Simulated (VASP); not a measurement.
# NiO (F-43m) in VASP: notebook

The runs below take NiO through single point, relaxation of cell and atoms, with PBE.

Program: VASP 6.6.1. These are calculated values, not measurements. Logs are shortened: lines on timing, memory, paths and dates and some standing lists are left out, and cuts for length are marked.

## Step 1: The cell of the first run

It takes space group F-43m (No. 216, cubic). Conventional cell: a = 4.481 Å, b = 4.481 Å, c = 4.481 Å, α = 90.00°, β = 90.00°, γ = 90.00°. Ni (site symmetry -43m) is surrounded by 4 O at 1.94 Å. O (site symmetry -43m) has 4 Ni at 1.94 Å as nearest neighbours.

The cell was built by a generator and needn't be a form met in nature.

## Step 2: Single point, PBE, collinear spin, typed start (species swapped into the BeSe type (F-43m, No. 216))

INCAR

```
SYSTEM = NiO
PREC = Accurate ; ENCUT = 520
EDIFF = 1E-6 ; ISMEAR = 0
SIGMA = 0.1 ; LREAL = .False.
LASPH = .True. ; NELM = 150
ALGO = Normal ; ISIF = 2
LWAVE = .False. ; LCHARG = .False.
ISPIN = 2 ; MAGMOM = 2 0
LORBIT = 11 ; LMAXMIX = 4
GGA = PE ; NBANDS = 19
```

KPOINTS

```
Automatic mesh
0
Gamma
  8 8 8
  0 0 0
```

POSCAR

```
NiO
1.0
    0.0000000000      2.2404503230      2.2404503230
    2.2404503230      0.0000000000      2.2404503230
    2.2404503230      2.2404503230      0.0000000000
Ni O
1 1
Direct
    0.0000000000      0.0000000000      0.0000000000
    0.7500000000      0.7500000000      0.7500000000
```

Potentials or basis: VASP PAW PBE potentials, release 64 (Ni, O).

Launch:

```
$ cat potpaw_PBE.64/Ni/POTCAR potpaw_PBE.64/O/POTCAR > POTCAR
$ mpirun -np 1 vasp_std > vasp.out
```

OUTCAR:

```text
SYSTEM = NiO
   PREC = Accurate
   ENCUT = 520
   EDIFF = 1E-6
   ISMEAR = 0
   LREAL = .False.
   LASPH = .True.
   NELM = 150
   ISIF = 2
   ISPIN = 2
   LORBIT = 11
   GGA = PE

 ion  position               nearest neighbor table
   1  0.000  0.000  0.000-   2 1.94   2 1.94   2 1.94   2 1.94
   2  0.750  0.750  0.750-   1 1.94   1 1.94   1 1.94   1 1.94

  LATTYP: Found a face centered cubic cell.
 ALAT       =     4.4809006460

  Lattice vectors:

 A1 = (   0.0000000000,   2.2404503230,   2.2404503230)
 A2 = (   2.2404503230,   0.0000000000,   2.2404503230)
 A3 = (   2.2404503230,   2.2404503230,   0.0000000000)

Analysis of symmetry for initial positions (statically):
=====================================================================
 Subroutine PRICEL returns:
 Original cell was already a primitive cell.

 Routine SETGRP: Setting up the symmetry group for a
 face centered cubic supercell.

 Subroutine GETGRP returns: Found 24 space group operations
 (whereof 24 operations were pure point group operations)
 out of a pool of 48 trial point group operations.

The static configuration has the point symmetry T_d .

Analysis of symmetry for dynamics (positions and initial velocities):
=====================================================================
 Subroutine PRICEL returns:
 Original cell was already a primitive cell.

 Routine SETGRP: Setting up the symmetry group for a
 face centered cubic supercell.

 Subroutine GETGRP returns: Found 24 space group operations
 (whereof 24 operations were pure point group operations)
 out of a pool of 48 trial point group operations.

The dynamic configuration has the point symmetry T_d .

Analysis of structural, dynamic, and magnetic symmetry:
=====================================================================
 Subroutine PRICEL returns:
 Original cell was already a primitive cell.

 Routine SETGRP: Setting up the symmetry group for a
 face centered cubic supercell.

 Subroutine GETGRP returns: Found 24 space group operations
 (whereof 24 operations were pure point group operations)
 out of a pool of 48 trial point group operations.

The overall configuration has the point symmetry T_d .

 Subroutine INISYM returns: Found 24 space group operations
 (whereof 24 operations are pure point group operations),
 and found     1 'primitive' translations

----------------------------------------------------------------------------------------

                                     Primitive cell

  volume of cell :      22.4924

  direct lattice vectors                    reciprocal lattice vectors
     0.000000000  2.240450323  2.240450323    -0.223169420  0.223169420  0.223169420
     2.240450323  0.000000000  2.240450323     0.223169420 -0.223169420  0.223169420
     2.240450323  2.240450323  0.000000000     0.223169420  0.223169420 -0.223169420

  length of vectors
     3.168475233  3.168475233  3.168475233     0.386540775  0.386540775  0.386540775

  position of ions in fractional coordinates (direct lattice)
     0.000000000  0.000000000  0.000000000
     0.750000000  0.750000000  0.750000000

  ion indices of the primitive-cell ions
   primitive index   ion index
                 1           1
                 2           2

----------------------------------------------------------------------------------------

 KPOINTS: Automatic mesh

Automatic generation of k-mesh.
 Grid dimensions read from file:
 generate k-points for:    8    8    8

 Generating k-lattice:

  Cartesian coordinates                     Fractional coordinates (reciprocal lattice)
    -0.027896178  0.027896178  0.027896178     0.125000000  0.000000000  0.000000000
     0.027896178 -0.027896178  0.027896178     0.000000000  0.125000000  0.000000000
     0.027896178  0.027896178 -0.027896178     0.000000000  0.000000000  0.125000000

  Length of vectors
     0.048317597  0.048317597  0.048317597

  Shift w.r.t. Gamma in fractional coordinates (k-lattice)
     0.000000000  0.000000000  0.000000000

 Subroutine IBZKPT returns following result:
 ===========================================

 Found     29 irreducible k-points:

 Following reciprocal coordinates:
            Coordinates               Weight
  0.000000  0.000000  0.000000      1.000000
  0.125000  0.000000  0.000000      8.000000
  0.250000  0.000000  0.000000      8.000000
  0.375000  0.000000  0.000000      8.000000
  0.500000  0.000000  0.000000      4.000000
  0.125000  0.125000  0.000000      6.000000
[... 16 lines left out ...]
  0.500000  0.250000  0.125000     48.000000
 -0.375000  0.250000  0.125000     24.000000
 [... further k-points ...]
   k-points           NKPTS =     29   k-points in BZ     NKDIM =     29   number of bands    NBANDS=     19
   number of dos      NEDOS =    301   number of ions     NIONS =      2
   total plane-waves  NPLWV =  13824
   dimension x,y,z NGX =    24 NGY =   24 NGZ =   24
   dimension x,y,z NGXF=    48 NGYF=   48 NGZF=   48
   ions per type =               1   1
   NGX,Y,Z   is equivalent  to a cutoff of  12.59, 12.59, 12.59 a.u.
   NGXF,Y,Z  is equivalent  to a cutoff of  25.19, 25.19, 25.19 a.u.
 SYSTEM =  NiO
   PREC   = accura    normal or accurate (medium, high low for compatibility)
   ISTART =      0    job   : 0-new  1-cont  2-samecut
   ICHARG =      2    charge: 1-file 2-atom 10-const
   ISPIN  =      2    spin polarized calculation?
   LNONCOLLINEAR =      F non collinear calculations
   LSORBIT =      F    spin-orbit coupling
   LASPH  =      T    aspherical Exc in radial PAW
   ENCUT  =  520.0 eV  38.22 Ry    6.18 a.u.   5.89  5.89  5.89*2*pi/ulx,y,z
   NELM   =    150;   NELMIN=  2; NELMDL= -5     # of ELM steps
   EDIFF  = 0.1E-05   stopping-criterion for ELM
   LREAL  =      F    real-space projection
   EDIFFG = 0.1E-04   stopping-criterion for IOM
   NSW    =      0    number of steps for IOM
   IBRION =     -1    ionic relax: 0-MD 1-quasi-New 2-CG
   NFREE  =      0    steps in history (QN), initial steepest desc. (CG)
   ISIF   =      2    stress and relaxation
   ISYM   =      2    0-nonsym 1-usesym 2-fastsym
   POTIM  = 0.5000    time-step for ionic-motion
   TEBEG  =    0.0;   TEEND  =   0.0 temperature during run
   PSTRESS=    0.0 pullay stress
   NELECT =      16.0000    total number of electrons
   NUPDOWN=      -1.0000    fix difference up-down
   EMIN   =  10.00;   EMAX   =-10.00  energy-range for DOS
   EFERMI =   0.00;   METHOD = LEGACY
   ISMEAR =     0;   SIGMA  =   0.10  broadening in eV -4-tet -1-fermi 0-gaus
   EFERMI_NEDOS =   21; number of points for ismear=-14 and -15
   IALGO  =     38    algorithm
   IMIX   =      4    mixing-type and parameters
     AMIX     =   0.40;   BMIX     =  1.00
     AMIX_MAG =   1.60;   BMIX_MAG =  1.00
  volume/ion in A,a.u.               =      11.25        75.89
  Fermi-wavevector in a.u.,A,eV,Ry     =   1.461401  2.761648 29.057880  2.135694
  Thomas-Fermi vector in A             =   2.577737
   LORBIT       =     11    0 simple, 1 ext, 2 COOP (PROOUT), +10 PAW based schemes
   GGA     = PE    functional components
   LHFCALC =     F    Hartree Fock is set to
   AEXX    =    0.0000 exact exchange contribution
   IVDW    =     0    specifies the selected vdW correction
   LEPSILON=     F    determine dielectric tensor
   LRPA    =     F    only Hartree local field effects (RPA)
 spin polarized calculation
 Gauss-broadening in eV      SIGMA  =   0.10
  energy-cutoff  :      520.00
  volume of cell :       22.49
 maximum number of plane-waves:       620
   NGX = 11   NGY = 11   NGZ = 11

 number of electron      16.0000007 magnetization       1.9091630

 Free energy of the ion-electron system (eV)
  ---------------------------------------------------
  ext. energy  EPLUGINS =         0.00000000
  ---------------------------------------------------
  free energy    TOTEN  =       -11.59920394 eV

  energy without entropy =      -11.58964456  energy(sigma->0) =      -11.59442425

 E-fermi :   5.6119     XC(G=0): -11.2359

 val. band max:        5.5810185746   @ k =   0.3750   0.2500   0.0000
 cond. band min:       5.6146708370   @ k =  -0.3750   0.2500   0.0000
 fundamental gap:      0.0336522624
 Fermi energy:         5.6118966418

 spin component 1

 k-point     1 :       0.0000    0.0000    0.0000
  band No.  band energies     occupation
      1     -14.3642      1.00000
      2      -0.3933      1.00000
      3      -0.3933      1.00000
      4      -0.3933      1.00000
      5       3.1773      1.00000
      6       3.1773      1.00000
[... 11 lines left out ...]
     18      28.6410      0.00000
     19      28.6411      0.00000
[... 485 lines left out ...]
 k-point    24 :      -0.3750    0.2500    0.1250
  band No.  band energies     occupation
      1     -13.6124      1.00000
      2      -0.9219      1.00000
      3      -0.2867      1.00000
      4       0.1398      1.00000
      5       2.7310      1.00000
      6       3.1478      1.00000
[... 11 lines left out ...]
     18      32.1168      0.00000
     19      33.5819      0.00000

 [... further k-points ...]

 spin component 2

 k-point     1 :       0.0000    0.0000    0.0000
  band No.  band energies     occupation
      1     -13.7652      1.00000
      2       0.6075      1.00000
      3       0.6075      1.00000
      4       0.6075      1.00000
      5       4.2345      1.00000
      6       4.2346      1.00000
[... 11 lines left out ...]
     18      28.8874      0.00000
     19      28.8874      0.00000
[... 485 lines left out ...]
 k-point    24 :      -0.3750    0.2500    0.1250
  band No.  band energies     occupation
      1     -12.9570      1.00000
      2      -0.4308      1.00000
      3       0.4483      1.00000
      4       0.9793      1.00000
      5       4.2432      1.00000
      6       4.4145      1.00000
[... 11 lines left out ...]
     18      32.3869      0.00000
     19      33.9178      0.00000

 [... further k-points ...]

------------------------ aborting loop because EDIFF is reached ----------------------------------------

  FORCE on cell =-STRESS in cart. coord.  units (eV):
  Direction    XX          YY          ZZ          XY          YZ          ZX
  --------------------------------------------------------------------------------------
  -------------------------------------------------------------------------------------
  Total        0.0549115      0.0549115      0.0549115     -0.0000000     -0.0000000      0.0000000
  in kB        3.9114532      3.9114532      3.9114532     -0.0000000     -0.0000000      0.0000000
  external PRESSURE =       3.9114532 kB  Pullay stress =       0.0000000 kB

 VOLUME and BASIS-vectors are now :
 -----------------------------------------------------------------------------
  energy-cutoff  :      520.00
  volume of cell :       22.49
      direct lattice vectors                 reciprocal lattice vectors
     0.000000000  2.240450323  2.240450323    -0.223169420  0.223169420  0.223169420
     2.240450323  0.000000000  2.240450323     0.223169420 -0.223169420  0.223169420
     2.240450323  2.240450323  0.000000000     0.223169420  0.223169420 -0.223169420

 POSITION                                       TOTAL-FORCE (eV/Angst)
 -----------------------------------------------------------------------------------
      0.00000      0.00000      0.00000         0.000000      0.000000     -0.000000
      3.36068      3.36068      3.36068        -0.000000     -0.000000      0.000000
 -----------------------------------------------------------------------------------
    total drift:                               -0.000001     -0.000001     -0.000001

  FREE ENERGIE OF THE ION-ELECTRON SYSTEM (eV)
  ---------------------------------------------------
  free  energy   TOTEN  =       -11.5992039434 eV

  energy  without entropy=      -11.5896445620  energy(sigma->0) =      -11.59442425

 total charge

# of ion       s       p       d       tot
------------------------------------------
    1        0.380   0.479   8.242   9.101
    2        1.556   3.417   0.000   4.973
--------------------------------------------------
tot          1.936   3.896   8.242  14.074

 magnetization (x)

# of ion       s       p       d       tot
------------------------------------------
    1        0.003   0.039   1.450   1.493
    2        0.016   0.343   0.000   0.359
--------------------------------------------------
tot          0.020   0.382   1.450   1.852
```

It took 24 s on 1 thread of AMD EPYC 7R13 (Zen 3), shared host; peak memory 0.13 GiB.

What came out:

```
Free energy                                           : -11.5992 eV
Pressure                                              : 0.4 GPa
Band gap on the k mesh                                : none (metal or under the smearing width)
Net moment                                            : 1.91 μB per cell
Site moments                                          : Ni +1.49; O +0.36 μB
Valence electrons inside the program's atomic spheres : Ni 9.10; O 4.97
```

Levels at points of the mesh, in eV from the Fermi level:
Spin up:
```tsv
k point	band 6	band 7	band 8	band 9	band 10	band 11	band 12	band 13
(0.00, 0.00, 0.00)	-2.43	0.15	0.15	0.15	0.43	14.27	14.27	14.27
(0.50, 0.00, 0.00)	-2.37	-2.37	-0.67	-0.67	5.86	7.30	13.77	13.77
(0.50, 0.50, 0.00)	-2.16	-1.87	-1.87	-1.77	5.37	9.95	11.17	14.54
```
Spin down:
```
           k point  band 5  band 6  band 7  band 8  band 9  band 10
(0.00, 0.00, 0.00)   -1.38   -1.38    0.73    1.75    1.75     1.75
(0.50, 0.00, 0.00)   -1.17   -1.17   -0.76    0.84    0.84     6.17
(0.50, 0.50, 0.00)   -1.54   -1.07   -0.76   -0.11   -0.11     5.85
```

Caveat: a cell with one magnetic atom can't hold antiferromagnetic order, which such compounds often take; semilocal functionals often make such compounds metallic where correlation or magnetic order opens a gap, which also shifts bond lengths.

## Step 3: Relaxation of cell and atoms, PBE, collinear spin, typed start (species swapped into the BeSe type (F-43m, No. 216))

INCAR

```
SYSTEM = NiO
PREC = Accurate ; ENCUT = 600
EDIFF = 1E-6 ; ISMEAR = 0
SIGMA = 0.1 ; LREAL = .False.
LASPH = .True. ; NELM = 150
ALGO = Fast ; ISIF = 3
LWAVE = .False. ; LCHARG = .False.
ISPIN = 2 ; MAGMOM = 2 0
LORBIT = 11 ; LMAXMIX = 4
GGA = PE ; IBRION = 2
NSW = 90 ; EDIFFG = -0.04
```

KPOINTS is that of step 2.

POSCAR

```
NiO
1.0
    0.0000000000      2.0621708800      2.0621708800
    2.0621708800      0.0000000000      2.0621708800
    2.0621708800      2.0621708800      0.0000000000
Ni O
1 1
Direct
    0.0000000000      0.0000000000      0.0000000000
    0.7500000000      0.7500000000      0.7500000000
```

Potentials or basis: VASP PAW PBE potentials, release 64 (Ni, O).

Launch:

```
$ cat potpaw_PBE.64/Ni/POTCAR potpaw_PBE.64/O/POTCAR > POTCAR
$ mpirun -np 1 vasp_std > vasp.out
```

Wall time 53 s (1 thread of AMD EPYC 7R13 (Zen 3), shared host); peak memory 0.13 GiB.

It converged, with:

| Quantity | Value |
| --- | --- |
| Free energy | -11.4502 eV |
| Relaxed volume | 10.91 Å³/atom |
| Relaxed cell | a = 3.136 Å, b = 3.136 Å, c = 3.136 Å, α = 60.00°, β = 60.00°, γ = 60.00° |
| Space group after relaxing (to 0.05 Å) | F-43m (No. 216) |
| Energy gained by relaxing | 303.0 meV/atom |
| Ionic steps | 3 |
| Pressure after relaxing | -0.2 GPa |
| Band gap on the k mesh | none (metal or under the smearing width) |
| Net moment | 0.00 μB per cell |
| Valence electrons inside the program's atomic spheres | Ni 9.20; O 4.96 |

The path:
```tsv
step	energy change (eV)	largest force (eV/Å)	pressure (GPa)	volume (Å³)
1	0.0000	0.0000	60.14	17.54
2	-0.1302	0.0000	-22.80	27.29
3	-0.6061	0.0000	-0.25	21.82
```

Final structure:
```cif
data_structure
_symmetry_space_group_name_H-M 'P 1'
_symmetry_Int_Tables_number 1
_cell_length_a 3.1364
_cell_length_b 3.1364
_cell_length_c 3.1364
_cell_angle_alpha 60.000
_cell_angle_beta 60.000
_cell_angle_gamma 60.000
_cell_volume 21.82
loop_
_atom_site_label
_atom_site_type_symbol
_atom_site_fract_x
_atom_site_fract_y
_atom_site_fract_z
_atom_site_occupancy
Ni1 Ni 0.00000 0.00000 0.00000 1
O1 O 0.75000 0.75000 0.75000 1
```

Levels at points of the mesh, in eV from the Fermi level:
Spin up:
| k point | band 4 | band 5 | band 6 | band 7 | band 8 | band 9 | band 10 | band 11 | band 12 | band 13 |
| --- | --- | --- | --- | --- | --- | --- | --- | --- | --- | --- |
| (0.00, 0.00, 0.00) | -5.73 | -1.65 | -1.65 | 0.63 | 1.09 | 1.09 | 1.09 | 14.69 | 14.69 | 14.69 |
| (0.50, 0.00, 0.00) | -5.45 | -1.50 | -1.50 | -1.44 | 0.21 | 0.21 | 6.17 | 7.62 | 14.22 | 14.22 |
| (0.50, 0.50, 0.00) | -5.08 | -2.16 | -1.33 | -1.05 | -0.79 | -0.79 | 5.78 | 10.51 | 11.49 | 15.02 |
Spin down:
```
           k point  band 5  band 6  band 7  band 8  band 9  band 10  band 11  band 12
(0.00, 0.00, 0.00)   -1.65   -1.65    0.63    1.09    1.09     1.09    14.69    14.69
(0.50, 0.00, 0.00)   -1.50   -1.50   -1.44    0.21    0.21     6.17     7.62    14.22
(0.50, 0.50, 0.00)   -2.16   -1.33   -1.05   -0.79   -0.79     5.78    10.51    11.49
```

Caveat: the starting moments collapsed, and a magnetic state may lie lower; the volume moved by over 15 % at a fixed basis, so the end points are rough; semilocal functionals often make such compounds metallic where correlation or magnetic order opens a gap, which also shifts bond lengths.
